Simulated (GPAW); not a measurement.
# PbS in GPAW: convergence with empty bands an atom in the response

Input of the first run (empty bands an atom in the response 2); the others differ in this setting and in those tied to it:

The input run.py:

```python
import numpy as np
import spglib
from ase import Atoms
from ase.dft.bandgap import bandgap
from ase.io import read, write
from gpaw import GPAW, PW
from gpaw.response.df import DielectricFunction

atoms = read('PbS.cif')
cell, positions, numbers = spglib.find_primitive(
    (atoms.cell[:], atoms.get_scaled_positions(), atoms.numbers), symprec=1e-4)
atoms = Atoms(numbers, cell=cell, scaled_positions=positions, pbc=True)

calc = GPAW(mode=PW(400),
            xc='LDA',
            kpts={'size': (6, 6, 5), 'gamma': True},
            occupations={'name': 'fermi-dirac', 'width': 0.001},
            nbands=33,
            convergence={'density': 1e-06},
            maxiter=150,
            txt='gpaw.txt')
atoms.calc = calc
energy = atoms.get_potential_energy()
calc.write('gs.gpw')
write('result.traj', atoms)
print(f'Energy: {energy:.6f} eV')
print('Fermi level:', round(calc.get_fermi_level(), 4), 'eV')
print(f'Gap: {bandgap(calc)[0]:.4f} eV, direct: {bandgap(calc, direct=True)[0]:.4f} eV')

for size in [(5, 5, 5)]:
    name = 'x'.join(str(n) for n in size)
    dense = calc.fixed_density(kpts={'size': size, 'gamma': True},
                               nbands=34, convergence={'bands': 28},
                               update_fermi_level=True, txt=f'dense-{name}.txt')
    dense.write(f'{name}.gpw', mode='all')
    df = DielectricFunction(f'{name}.gpw', frequencies=np.array([0.0]), hilbert=False, eta=0.001,
                            ecut=80, nbands=28, intraband=False, txt=f'df-{name}.txt')
    for xc in ['RPA']:
        for direction in ['x', 'y', 'z', [0, 1, 1], [1, 0, 1], [1, 1, 0]]:
            e0, e = df.get_macroscopic_dielectric_constant(xc=xc, direction=direction)
            print(f'{name} {xc} {direction}: {e0:.4f} without, {e:.4f} with local fields')
```

Contents of PbS.cif:

```cif
data_PbS
_cell_length_a 4.21464726
_cell_length_b 12.14027752
_cell_length_c 4.33563425
_cell_angle_alpha 90.00000000
_cell_angle_beta 90.00000000
_cell_angle_gamma 90.00000000
_space_group_name_H-M_alt 'Cmcm'
_space_group_name_Hall '-C 2c 2'
_space_group_IT_number 63
loop_
_space_group_symop_operation_xyz
'x,y,z'
'-x,-y,-z'
'-x,-y,z+1/2'
'x,y,-z+1/2'
'x,-y,-z'
'-x,y,z'
'-x,y,-z+1/2'
'x,-y,z+1/2'
'x+1/2,y+1/2,z'
'-x+1/2,-y+1/2,-z'
'-x+1/2,-y+1/2,z+1/2'
'x+1/2,y+1/2,-z+1/2'
'x+1/2,-y+1/2,-z'
'-x+1/2,y+1/2,z'
'-x+1/2,y+1/2,-z+1/2'
'x+1/2,-y+1/2,z+1/2'
loop_
_atom_site_label
_atom_site_type_symbol
_atom_site_symmetry_multiplicity
_atom_site_Wyckoff_symbol
_atom_site_fract_x
_atom_site_fract_y
_atom_site_fract_z
_atom_site_occupancy
Pb1 Pb 4 c 0.0000000000 0.8694366500 0.2500000000 1
S1 S 4 c 0.0000000000 0.6452029100 0.2500000000 1
```

Potentials or basis: the program's PAW data sets (release 1.2.1) made for this functional, pw.

Run with:

```bash
$ OMP_NUM_THREADS=1 python run.py
```

The cell isn't the ideal one: volume scaled by 1.04.

Measurements of this composition are mostly on another form, of space group No. 225.

Hardware: 1 thread of Arm Neoverse V1 (shared host).

Question: The values tried are 2, 3, 5, 8, 12, 18, 26, loosest first. From which on does the dielectric constant stay within 0.05 of the tightest run that finished?

Answer: From 12 on.

| empty bands an atom in the response | dielectric constant | SCF cycles | CPU time (s) | peak memory (GiB) |
| --- | --- | --- | --- | --- |
| 2 | 14.830 | 11 | 150 | 0.44 |
| 3 | 14.955 | 11 | 190 | 0.45 |
| 5 | 15.005 | 11 | 220 | 0.47 |
| 8 | 15.031 | 11 | 260 | 0.49 |
| 12 | 15.053 | 11 | 440 | 0.52 |
| 18 | 15.071 | 11 | 440 | 0.56 |
| 26 | 15.084 | 11 | 730 | 0.62 |

The tightest run that finished is the yardstick and may itself not be fully converged.

Caveat, for the tightest run too: the long-wavelength limit can be off by a per cent or two; spin-orbit coupling is left out, which as a rule narrows the gap of such compounds by several tenths of an eV; an odd mesh through Γ misses points on the zone boundary, where band edges often lie; the program warned that so skewed a cell can give wrong results.
